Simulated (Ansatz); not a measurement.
**Migration of N in Al**

Aim: the barrier when interstitial N hops to an equivalent place in Al, in a supercell of 27 host sites. The ends are relaxed and joined by a climbing-image nudged elastic band.

Program: Ansatz 0.2.0. Level of theory: DFT PBE, scalar-relativistic, plane waves, PAW. These are calculated values, not measurements.

### 1 Starting point

Symmetry: Fm-3m, No. 225, cubic system. The conventional cell has a = 4.042 Å, b = 4.042 Å, c = 4.042 Å, α = 90.00°, β = 90.00°, γ = 90.00°. Al (site symmetry m-3m) has 12 Al at 2.86 Å as nearest neighbours.

Structure file:

```cif
data_structure
_symmetry_space_group_name_H-M 'P 1'
_symmetry_Int_Tables_number 1
_cell_length_a 2.8579
_cell_length_b 2.8579
_cell_length_c 2.8579
_cell_angle_alpha 60.000
_cell_angle_beta 60.000
_cell_angle_gamma 60.000
_cell_volume 16.50
loop_
_atom_site_label
_atom_site_type_symbol
_atom_site_fract_x
_atom_site_fract_y
_atom_site_fract_z
_atom_site_occupancy
Al1 Al 0.00000 0.00000 0.00000 1
```

It goes back to an entry of the Materials Project.

This cell was relaxed beforehand with the same method: volume 16.50 Å³/atom, gap on the mesh none (metal).

### 2 The defect cell, relaxed

The supercell's rows are 0 0 -3; 0 -3 0; -3 0 0 in vectors of the relaxed cell. Atom 28 is the N that will move.

input.yaml reads:

```yaml
crystal:
  lattice:
    - [-6.0624313821, -6.0624313821, 0.0]
    - [-6.0624313821, 0.0, -6.0624313821]
    - [0.0, -6.0624313821, -6.0624313821]
  atoms:
    - { symbol: Al, position: [0.6666666667, 0.6666666667, 0.6666666667] }
    - { symbol: Al, position: [0.3333333333, 0.6666666667, 0.6666666667] }
    - { symbol: Al, position: [0.0, 0.6666666667, 0.6666666667] }
    - { symbol: Al, position: [0.6666666667, 0.3333333333, 0.6666666667] }
    - { symbol: Al, position: [0.3333333333, 0.3333333333, 0.6666666667] }
    - { symbol: Al, position: [0.0, 0.3333333333, 0.6666666667] }
    - { symbol: Al, position: [0.6666666667, 0.0, 0.6666666667] }
    - { symbol: Al, position: [0.3333333333, 0.0, 0.6666666667] }
    - { symbol: Al, position: [0.0, 0.0, 0.6666666667] }
    - { symbol: Al, position: [0.6666666667, 0.6666666667, 0.3333333333] }
    - { symbol: Al, position: [0.3333333333, 0.6666666667, 0.3333333333] }
    - { symbol: Al, position: [0.0, 0.6666666667, 0.3333333333] }
    - { symbol: Al, position: [0.6666666667, 0.3333333333, 0.3333333333] }
    - { symbol: Al, position: [0.3333333333, 0.3333333333, 0.3333333333] }
    - { symbol: Al, position: [0.0, 0.3333333333, 0.3333333333] }
    - { symbol: Al, position: [0.6666666667, 0.0, 0.3333333333] }
    - { symbol: Al, position: [0.3333333333, 0.0, 0.3333333333] }
    - { symbol: Al, position: [0.0, 0.0, 0.3333333333] }
    - { symbol: Al, position: [0.6666666667, 0.6666666667, 0.0] }
    - { symbol: Al, position: [0.3333333333, 0.6666666667, 0.0] }
    - { symbol: Al, position: [0.0, 0.6666666667, 0.0] }
    - { symbol: Al, position: [0.6666666667, 0.3333333333, 0.0] }
    - { symbol: Al, position: [0.3333333333, 0.3333333333, 0.0] }
    - { symbol: Al, position: [0.0, 0.3333333333, 0.0] }
    - { symbol: Al, position: [0.6666666667, 0.0, 0.0] }
    - { symbol: Al, position: [0.3333333333, 0.0, 0.0] }
    - { symbol: Al, position: [0.0, 0.0, 0.0] }
    - { symbol: "N", position: [0.9360174528, 0.9172598691, 0.8911748564] }
basis:
  ecutwfc: 420
  xc_grid: 2
kpoints:
  mp_grid: { grid: [3, 3, 3], shift: [0.0, 0.0, 0.0] }
hamiltonian:
  xc: pbe
scf:
  occupations: { method: gaussian, width: 0.1 }
output:
  forces: true
  stress: false
  eigenvalues: true
  write_density: true
  write_potential: true
  elf: true
  volumetric_format: npy
relax:
  adjacent_minimum: "off"
  f_tol: 0.02
  max_steps: 60
```

Started as:

```sh
> ansatz run input.yaml --threads 4 --pin off --max-ram 8192MiB --backend cpu --events-out ev --progress --plain --runs-dir out
```

The session goes on with these runs: nudged elastic band, a jump of 2.04 Å.

**Question.** What will these runs give? Wanted: barrier forwards; barrier backwards; second end relative to first; highest image; neighbours of N at the start; at the top.

As calculated:

| quantity | value |
| --- | --- |
| barrier forwards | 1.094 eV |
| barrier backwards | 1.094 eV |
| second end relative to first | 0.000 eV |
| highest image | 3 of 0 to 6, climbing |
| band iterations | 6 |
| neighbours of N at the start; at the top | 4 Al at 1.87 Å; 2 Al at 1.81 Å, 4 Al at 2.31 Å |

**Reading.** The barrier from the first end is 1.09 eV, 42 times kT at 300 K; with a typical attempt rate of 10^13 per second that is roughly 10^-5 events a second. The ends differ by 1 meV at most. The input switches the test of curvatures off, so the top was not shown to be a first-order saddle. The small cell leaves errors of about a tenth of an eV. The final runs have no spin polarisation, so no magnetic state was tried and one may lie lower.
